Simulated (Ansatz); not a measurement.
## Preparing SnO2 (P4_2/mnm) as a host crystal

Before any defect goes in: SnO2 (P4_2/mnm) at rest, and how it screens a charge.

Program: Ansatz 0.2.0. Level of theory: plane-wave PAW DFT, PBEsol; relaxation of the host's cell and atoms; PAW set soft_1, in the first sound run; inputs show where later runs differ. Results are calculated unless marked as measured.

## 1. Set-up

It takes space group P4_2/mnm (No. 136, tetragonal). The conventional cell has a = 4.765 Å, b = 4.765 Å, c = 3.207 Å, α = 90.00°, β = 90.00°, γ = 90.00°. Sn has 6 O at 2.06 to 2.07 Å nearest. O has 3 Sn at 2.06 to 2.07 Å nearest. Farther neighbours and most contacts between anions are not listed.

## 2. Host cell relaxation

Cell and atoms are relaxed together, until forces and stress fall under their thresholds.

The input, cell/input.yaml:

```yaml
crystal:
  lattice:
    - [4.764818, 0.0, 0.0]
    - [0.0, 4.764818, 0.0]
    - [0.0, 0.0, 3.2074998]
  atoms:
    - { symbol: Sn, position: [0.5, 0.5, 0.5] }
    - { symbol: Sn, position: [0.0, 0.0, 0.0] }
    - { symbol: O, position: [0.1940277, 0.8059723, 0.5] }
    - { symbol: O, position: [0.8059723, 0.1940277, 0.5] }
    - { symbol: O, position: [0.3059723, 0.3059723, 0.0] }
    - { symbol: O, position: [0.6940277, 0.6940277, 0.0] }
basis:
  ecutwfc: 420
  xc_grid: 2
hamiltonian:
  xc: pbesol
  pseudopotentials: { kind: paw, azcp: { folder: soft_1 }, xc_functional: pbe }
kpoints:
  mp_grid: { grid: [6, 6, 9] }
scf:
  occupations: { method: fixed }
  max_iter: 100
relax:
  f_tol: 0.005
  max_steps: 60
  cell: {}
output:
  forces: true
  stress: true
checkpoint:
  write: "../cell.run"
  compress: false
  write_wavefunctions: false
  write_every: 100000
```

The run is started by

```bash
$ ansatz run input.yaml --threads 32 --pin off --max-ram 84787MiB --backend cuda --events-out ev --progress --plain --runs-dir out --max-vram 78GiB
```

Numbers of over 12 decimals in the logs are rounded to 6 here.

The log of the run:

```text
[... repeated set-up lines and file paths are left out, and long positions are rounded to six places ...]
Engine: ansatz 0.2.0, aarch64-unknown-linux-gnu
Pseudopotentials: kind: paw
Pseudopotential: Sn, paw, valence charge 14, recommended cutoff 420 eV (normal), soft_1/Sn.paw.azcp
Pseudopotential: O, paw, valence charge 6, recommended cutoff 420 eV (normal), soft_1/O.paw.azcp
Functional definition: PBEsol
  exchange = pbesol_x
  correlation = pbesol_c
[...]
Crystal: 6 atoms, lattice volume = 72.821 Å³
Basis set: ecut = 420 eV, 1435 PW (Γ), exchange–correlation on 64×64×48 points (8 copies of the dense FFT grid, shifted against one another)
Bands: 32, of which v1, the nominal top of the filled ones, is band 26 counted from 1 (25 counted from 0)
Symmetry: 16 space group operations
Space group: P42/mnm (ITA 136), of the structure as read, at distance tolerance 4.2e-5 Å
k-points: 50 of 324
Non-local potential: Sn, projectors of the file, l = 0: 2, l = 1: 2, l = 2: 2, l = 3: 1
Non-local potential: O, projectors of the file, l = 0: 2, l = 1: 2, l = 2: 1
PAW form: soft (Blöchl's): semilocal exchange-correlation on the pseudo side does not see the compensation charge
PAW frozen core: Sn, regenerated for the run's functional, and the local potential with it (the file was generated under x = pbe(κ = 0.804, μ = 0.219515), c = pbe(β = 0.066725))
PAW frozen core: O, regenerated for the run's functional, and the local potential with it (the file was generated under x = pbe(κ = 0.804, μ = 0.219515), c = pbe(β = 0.066725))
PAW one-centre angular grid: Sn, 590 points (default); XC on 64 Gauss nodes
PAW one-centre angular grid: O, 110 points (default); XC on 64 Gauss nodes
Initial density: superposition of atomic densities (chi_scale 0.1, normalization cell, long waves kept (reshape's long-wave potential 0.00 eV rms))
Initial wavefunctions: pseudopotential atomic-orbital guess
[...]
Functional: x = pbesol(κ = 0.804, μ = 0.123457), c = pbesol(β = 0.046)
SCF iter   1: F=—  HF=-14143.802544 eV  |Δ(HF+E_count)|=         —  Δρ=6.92e-2  dr2=2.57e0  Hψ=6253
preconditioner: auto → Resta (q_TF=auto, 2.579 Å⁻¹)  ε∞=3.5  [insulator: Δε(μ)=1.325 eV  Ē_g=19.864 eV  n_scr=18 (ndim 8)  ℏωp=31.4 eV  f_vac=0.000  ε∞_Penn≈3.5]
SCF iter   2: F=—  HF=-14143.302944 eV  |Δ(HF+E_count)|=   5.00e-1  Δρ=3.50e-2  dr2=4.57e-1  Hψ=3383
SCF iter   3: F=—  HF=-14143.241614 eV  |Δ(HF+E_count)|=   6.13e-2  Δρ=1.03e-2  dr2=7.14e-2  Hψ=2375
automatic band count: iteration 3 solves 30 bands in place of 32: the levels show a gap, and the empty bands left out lie too high to hold charge; the band table lists the bands solved (type scf.n_extra_bands for more)
SCF iter   4: F=—  HF=-14143.235077 eV  |Δ(HF+E_count)|=   6.54e-3  Δρ=1.92e-3  dr2=2.06e-3  Hψ=2158
[...]
SCF iter   8: F=-14143.236967 eV  HF=-14143.236967 eV  |Δ(HF+E_count)|=   1.22e-7  Δρ=2.34e-6  dr2=3.57e-9  Hψ=5650
SCF 1 converged in 8 iterations: F = -14143.236967 eV  dr2 = 3.57e-9
  greatest PAW one-centre occupation: 0.997 electrons in one spin orbital (limit 2), on the Sn atom at site 0 (counted from 0), in its partial waves of l = 2
relax step   1: F+E_penalty+E_count = -14143.23696716 eV  Δ(F+E_penalty+E_count) = +0.000e0 eV  max|allowed force component| = 2.593e-2 eV/Å  Δτ_max = 0.0000 Å  P = +0.508 GPa  Ω = 72.821 Å³  (8 SCF iters, dr2 threshold 1.00e-7 eV, accepted)
[... the SCF cycles and remarks between the steps are left out from here to the last step ...]
relax step   2: F+E_penalty+E_count = -14143.23694322 eV  Δ(F+E_penalty+E_count) = +2.394e-5 eV  max|allowed force component| = 5.616e-3 eV/Å  Δτ_max = 0.0027 Å  P = +0.022 GPa  Ω = 72.990 Å³  energy of the carried Pulay correction = -4.132e-4 eV  (4 SCF iters, dr2 threshold 6.00e-7 eV, accepted)
relax step   3: F+E_penalty+E_count = -14143.23698640 eV  Δ(F+E_penalty+E_count) = -4.319e-5 eV  max|allowed force component| = 4.621e-3 eV/Å  Δτ_max = 0.0008 Å  P = -0.002 GPa  Ω = 73.008 Å³  energy of the carried Pulay correction = -4.569e-4 eV  (3 SCF iters, dr2 threshold 9.94e-8 eV, accepted)
relax step   4: F+E_penalty+E_count = -14143.23698161 eV  Δ(F+E_penalty+E_count) = +4.791e-6 eV  max|allowed force component| = 2.709e-3 eV/Å  Δτ_max = 0.0001 Å  P = -0.003 GPa  Ω = 73.013 Å³  energy of the carried Pulay correction = -4.695e-4 eV  (3 SCF iters, dr2 threshold 1.13e-8 eV, accepted)
[...]
iter 1 solved again at ethr=2.30e-8 eV; its pass at ethr=3.10e-3 eV (dr2=1.20e-5 eV) is discarded
SCF iter   1: F=—  HF=-14143.237307 eV  |Δ(HF+E_count)|=         —  Δρ=3.16e-5  dr2=4.72e-8  Hψ=11182
[...]
SCF iter   2: F=—  HF=-14143.237446 eV  |Δ(HF+E_count)|=   1.40e-4  Δρ=1.56e-5  dr2=1.09e-8  Hψ=2932
SCF iter   3: F=—  HF=-14143.237447 eV  |Δ(HF+E_count)|=   7.71e-7  Δρ=3.50e-6  dr2=7.31e-10  Hψ=1996
SCF iter   4: F=-14143.237447 eV  HF=-14143.237447 eV  |Δ(HF+E_count)|=   3.44e-8  Δρ=2.71e-7  dr2=2.52e-11  Hψ=10097
SCF 5 converged in 4 iterations: F = -14143.237447 eV  dr2 = 2.52e-11
relax step   5: F+E_penalty+E_count = -14143.23744719 eV  Δ(F+E_penalty+E_count) = -4.656e-4 eV  max|allowed force component| = 2.716e-3 eV/Å  Δτ_max = 0.0000 Å  P = +0.011 GPa  Ω = 73.013 Å³  stress off target by 3.40e-2 GPa  SCF on the basis re-selected at this cell (its energy is not comparable with the rows above)  (4 SCF iters)
basis re-selected at this cell: Δ(F+E_penalty+E_count) = -4.656e-4 eV, ΔP = +0.013 GPa vs the last step (what re-selecting the basis moved, of the pressure what is left beyond the Pulay correction that the steps carried, after the strain that the cell walked [...]
SCF converged after 4 iterations
Free energy (F): -14143.237447 eV
Harris-Foulkes:  -14143.237447 eV  (|F-HF|=1.07e-10)
Internal energy: -14143.237447 eV  (E = F + TS)
E sigma→0 (E₀):  -14143.237447 eV
Fermi energy:    9.130906 eV
--- Per-component energies (eV) ---
  E_band       = -133.811509
  E_kinetic    = 1015.120365
  E_local      = -3198.456364  (includes V_loc(G=0)·N_el)
  E_nonlocal   = 505.972971
  E_hartree    = 1449.202269
  E_xc         = -530.120326
  E_vxc        = -521.862761  (∫ρ·V_xc dr)
  E_paw        = -9229.311581  (= ΣΔE_a)
  E_vpaw       = -832.994282  (= ΣTr[D̂ρ^β])
  E_aug_tail   = 0.003906  (compensation charges beyond the density's cutoff)
  E_ewald      = -4156.359518
  E_core_change = 0.710831  (= ΣΔE_core)
  E_smearing   = -0.000000  (= −TS)
  E_closure    = -0.000000  (closes the sum)
  Σ components = -14143.237447   (vs F -14143.237447, Δ=0.00e0)
--- Forces (eV/Å), atoms counted from 1 ---
  atom   1  Sn     0.00000000     0.00000000     0.00000000
  atom   2  Sn     0.00000000     0.00000000     0.00000000
  atom   3  O     -0.00271553     0.00271553     0.00000000
  atom   4  O      0.00271553    -0.00271553     0.00000000
  atom   5  O      0.00271553     0.00271553     0.00000000
  atom   6  O     -0.00271553    -0.00271553     0.00000000
  max |Σ_I F_I| component: 1.73e-18 eV/Å
--- Stress (GPa, compression-positive) ---
        0.033016       0.000000       0.000000
        0.000000       0.033016       0.000000
        0.000000       0.000000      -0.034006
  P = ⅓ Tr σ = 0.0107 GPa (0.107 kbar)
--- Band table (eV; the first three rows and the last of 50) ---
  k-point 0: bands = ["-11.8868", "-11.1467", "-10.8980", "-10.8743", "-10.8743", "-10.7984", "-10.7537", "-10.6698", "-10.6413", [... rest cut ...]
  k-point 1: bands = ["-11.8302", "-11.0793", "-10.9864", "-10.9864", "-10.8765", "-10.8087", "-10.7490", "-10.6702", "-10.6574", [... rest cut ...]
--- Relaxed structure (4 steps of the walk, 4 accepted, 1 SCFs on fresh bases) ---
  F+E_penalty+E_count = -14143.23744719 eV   max|allowed force component| = 2.716e-3 eV/Å   (the final SCF, on the basis selected at the relaxed cell)
  cell:  # Å, volume = 73.0131 Å³
    - [4.767812, 0, 0.0]
    - [0, 4.767812, 0.0]
    - [0.0, 0.0, 3.211903]
  atoms:
    - { symbol: Sn, position: [0.500000, 0.500000, 0.500000] }
    - { symbol: Sn, position: [0, 0, 0.0] }
    - { symbol: O, position: [0.193728, 0.806272, 0.500000] }
    - { symbol: O, position: [0.806272, 0.193728, 0.500000] }
    - { symbol: O, position: [0.306272, 0.306272, 0.0] }
    - { symbol: O, position: [0.693728, 0.693728, 0.0] }
```

Run time: 2.8 s. Hardware: 1 × NVIDIA GB200 with 32 threads of Arm Neoverse V2, shared host; peak memory 1 GiB; 8.7 s of CPU time.

Relaxation path:

```tsv
step	energy less that of the first step (eV)	largest force component (eV/Å)	pressure (GPa)	volume (Å³)
1	0.0000	0.0259	0.51	72.82
2	0.0000	0.0056	0.02	72.99
3	0.0000	0.0046	0.00	73.01
4	0.0000	0.0027	0.00	73.01
5*	-0.0005	0.0027	0.01	73.01
```

Relaxation steps marked * repeat the geometry before them on a plane-wave basis chosen anew for their cell, so energy and pressure can jump there.

The run keeps the 16 symmetry operations that it works with, so distortions that break them were not tested.

```tsv
conventional cell, symmetrised	before	after	change
a (Å)	4.765	4.768	+0.1 %
b (Å)	4.765	4.768	+0.1 %
c (Å)	3.207	3.212	+0.1 %
volume (Å³/atom)	12.14	12.17	+0.3 %
```

Final coordinates:

```xyz
6
Lattice="4.7678 0.0000 0.0000 0.0000 4.7678 0.0000 0.0000 0.0000 3.2119" Properties=species:S:1:pos:R:3 pbc="T T T"
Sn    2.3839    2.3839    1.6060
Sn    0.0000    0.0000    0.0000
O     0.9237    3.8441    1.6060
O     3.8441    0.9237    1.6060
O     1.4602    1.4602    0.0000
O     3.3076    3.3076    0.0000
```

Numbers from this step:

```
pressure : 0.01068 GPa
```

The cell grew by 0.3 % in volume.

## 3. Dielectric tensors of the host

The response to a uniform electric field gives the electronic dielectric tensor.

This step: plane-wave PAW DFPT, PBEsol; dielectric tensors, Born charges and zone-centre modes of the host; PAW set soft_1 (Ansatz 0.2.0).

The input, eps/input.yaml:

```yaml
crystal:
  lattice:
    - [4.7678118222, 0.0, 0.0]
    - [0.0, 4.7678118222, 0.0]
    - [0.0, 0.0, 3.2119026566]
  atoms:
    - { symbol: Sn, position: [0.5, 0.5, 0.5] }
    - { symbol: Sn, position: [0.0, 0.0, 0.0] }
    - { symbol: O, position: [0.193727843, 0.806272157, 0.5] }
    - { symbol: O, position: [0.806272157, 0.193727843, 0.5] }
    - { symbol: O, position: [0.306272157, 0.306272157, 0.0] }
    - { symbol: O, position: [0.693727843, 0.693727843, 0.0] }
basis:
  ecutwfc: 420
hamiltonian:
  xc: pbesol
  pseudopotentials: { kind: paw, azcp: { folder: soft_1 }, xc_functional: pbe }
kpoints:
  mp_grid: { grid: [5, 5, 7] }
scf:
  occupations: { method: fixed }
  max_iter: 100
phonons:
  method: dfpt
  dielectric: true
  rigid_motions: translations
```

The log of the run:

```text
[...]
Crystal: 6 atoms, lattice volume = 73.013 Å³
Basis set: ecut = 420 eV, 1435 PW (Γ), exchange–correlation on 64×64×48 points (8 copies of the dense FFT grid, shifted against one another)
Bands: 32, of which v1, the nominal top of the filled ones, is band 26 counted from 1 (25 counted from 0)
Symmetry: 16 space group operations
k-points: 88 of 175 (irreducible under 1 space group operation, time reversal used)
[...]
SCF iter   1: F=—  HF=-14143.798405 eV  |Δ(HF+E_count)|=         —  Δρ=6.90e-2  dr2=2.55e0  Hψ=10900
[...]
SCF iter   2: F=—  HF=-14143.303003 eV  |Δ(HF+E_count)|=   4.95e-1  Δρ=3.49e-2  dr2=4.57e-1  Hψ=5946
[...]
SCF iter  10: F=-14143.237194 eV  HF=-14143.237194 eV  |Δ(HF+E_count)|=  9.46e-11  Δρ=7.13e-8  dr2=1.97e-12  Hψ=19266
SCF 1 converged in 10 iterations: F = -14143.237194 eV  dr2 = 1.97e-12
[...]
the response reads at least the filled bands of the reference SCF and the lowest empty band at each k-point, and that SCF's band table does not vouch for those bands. The notice of the band table in this run's record says why
[...]
NSCF: frozen V_eff on 1 k-points
[...]
NSCF: frozen V_eff on 24 k-points, pencils in batches of 32, up to order 128
[...]
DFPT response loops at q = (0, 0, 0) (fractional): preconditioner auto → Resta (q_TF=auto, 2.578 Å⁻¹)  ε∞=8.1 (no band partly filled); β = 1.00, the filter's whole step (`scf.mixing.beta` (0.50) is not read by the response loops at its default; [...]
[...]
DFPT response loops at Γ: preconditioner auto → Resta (q_TF=auto, 2.578 Å⁻¹)  ε∞=8.1 (no band partly filled); β = 1.00, the filter's whole step (`scf.mixing.beta` (0.50) is not read by the response loops at its default; [...]
── the response to a field inside a basis, on 8×8×12 k-points: an SCF that follows is theirs, and a resumed run solves both again ──
[...]
Bands: 27, of which v1, the nominal top of the filled ones, is band 26 counted from 1 (25 counted from 0)
k-points: 60 of 768
[...]
Eigensolver: Dense (60 Hₖ)
[...]
SCF 1 converged in 4 iterations: F = -14143.141844 eV  dr2 = 6.75e-8
[...]
SCF converged after 10 iterations
[...]
--- Phonons (Γ-DFPT): 4 representative perturbations + reference (Σ response iterations 21) ---
  k mesh reduced under 1 symmetry operation, with k and −k counted as one. Each operation leaves every solved perturbation unchanged. A smaller set is not considered because the run solves the response to a homogeneous field
  ASR residual: 2.762e-5 → 0.000e0 eV/Å²; symmetrization residual: 2.592e-10 eV/Å²
  ASR residual per site (eV/Å²): 1.56e-5 1.56e-5 2.76e-5 2.76e-5 2.76e-5 2.76e-5
  Γ frequencies (cm⁻¹): 0.00 0.00 0.00 103.68 143.31 219.69 219.69 271.47 271.47 341.94 447.68 453.43 453.43 545.01 575.67 575.67 607.03 732.51
  ε∞ (high-frequency dielectric tensor):
        4.598334     0.000000     0.000000
        0.000000     4.598334     0.000000
        0.000000     0.000000     4.907023
  ε⁰ (static dielectric tensor: ions relaxed, cell fixed):
       13.480646    -0.000000     0.000000
       -0.000000    13.480646     0.000000
        0.000000     0.000000    10.415323
  ε⁰ − ε∞ (ionic part):
        8.882312    -0.000000     0.000000
       -0.000000     8.882312     0.000000
        0.000000     0.000000     5.508300
  softest optical mode at Γ: 103.68 cm⁻¹; the repairs (sum rule, projections) moved no ω² at Γ by more than (0.73 cm⁻¹)²
  Born effective charges Z* (e; rows j = field, columns β = displacement):
    site 0:
         4.13426   -0.49167    0.00000
        -0.49167    4.13426    0.00000
         0.00000    0.00000    4.54350
    site 1:
         4.13426    0.49167    0.00000
         0.49167    4.13426    0.00000
         0.00000    0.00000    4.54350
    site 2:
        -2.06713    0.75985   -0.00000
         0.75985   -2.06713   -0.00000
        -0.00000   -0.00000   -2.27175
    site 3:
        -2.06713    0.75985   -0.00000
         0.75985   -2.06713   -0.00000
        -0.00000   -0.00000   -2.27175
    site 4:
        -2.06713   -0.75985   -0.00000
        -0.75985   -2.06713   -0.00000
        -0.00000   -0.00000   -2.27175
    site 5:
        -2.06713   -0.75985   -0.00000
        -0.75985   -2.06713   -0.00000
        -0.00000   -0.00000   -2.27175
  Z* charge neutrality: 1.131e-2 e pre-enforcement
  solved inside a basis spanned on kpoints, on 8×8×12 k-points, its susceptibility summed on 10×10×14: ε∞ is read to err by 2.6e-2, Z* by 3.2e-2 e (field_mesh: kpoints solves on kpoints); Z* is corrected for what the basis lacks
  optical modes at Γ without the LO–TO term, one row a degenerate level:
      ω (cm⁻¹)  modes    IR ((D/Å)²/amu)
        103.68      1             0.0000
        143.31      1             0.0000
        219.69      2            19.6146
        271.47      2             4.8726
        341.94      1             0.0000
        447.68      1            37.7920
        453.43      2             0.0000
        545.01      1             0.0000
        575.67      2            44.9427
        607.03      1             0.0000
        732.51      1             0.0000
  optical modes at Γ + LO–TO along q̂ = [1.0000, 0.0000, 0.0000]:
      ω (cm⁻¹)  modes    IR ((D/Å)²/amu)
        103.68      1             0.0000
        143.31      1             0.0000
[...]
optical modes at Γ + LO–TO along q̂ = [0.0000, 1.0000, 0.0000]:
      ω (cm⁻¹)  modes    IR ((D/Å)²/amu)
[...]
732.51      1             0.0000
  optical modes at Γ + LO–TO along q̂ = [0.0000, 0.0000, 1.0000]:
      ω (cm⁻¹)  modes    IR ((D/Å)²/amu)
        103.68      1             0.0000
        143.31      1             0.0000
        219.69      2            19.6146
        271.47      2             4.8726
        341.94      1             0.0000
        453.43      2             0.0000
        545.01      1             0.0000
        575.67      2            44.9427
        607.03      1             0.0000
        652.23      1            37.7920
        732.51      1             0.0000
```

Run time: 12 s. Hardware: 1 × NVIDIA GB200 with 32 threads; peak memory 1.9 GiB; 82 s of CPU time.

Electronic dielectric tensor:

```
4.60 0.00 0.00
0.00 4.60 0.00
0.00 0.00 4.91
```

Static dielectric tensor:

```
13.48  0.00  0.00
 0.00 13.48  0.00
 0.00  0.00 10.42
```

The principal values of the electronic dielectric tensor are 4.60, 4.60 and 4.91. The principal values of the static dielectric tensor are 10.42, 13.48 and 13.48.

(Continued in part 2 of 2.)

[Logs are printed without paths, hosts, clocks, repeated set-up lines and the standing remarks that a program may print on its own settings, such as how far it seeks lower states.]

[Hosts, paths, dates, database ids (printed as entryN), source tags and the programs' standing remarks are cut or masked in the printed files.]

[Runs of the host that timed out are not shown.]

[For some hosts the program warned that the k-mesh of the response run may be too coarse for force constants and the static dielectric constant; such warnings are not always shown.]

[The program warned that the k-mesh of a response run behind this text may be too coarse: force constants, and the static dielectric constant and all else formed from them, are not shown converged.]
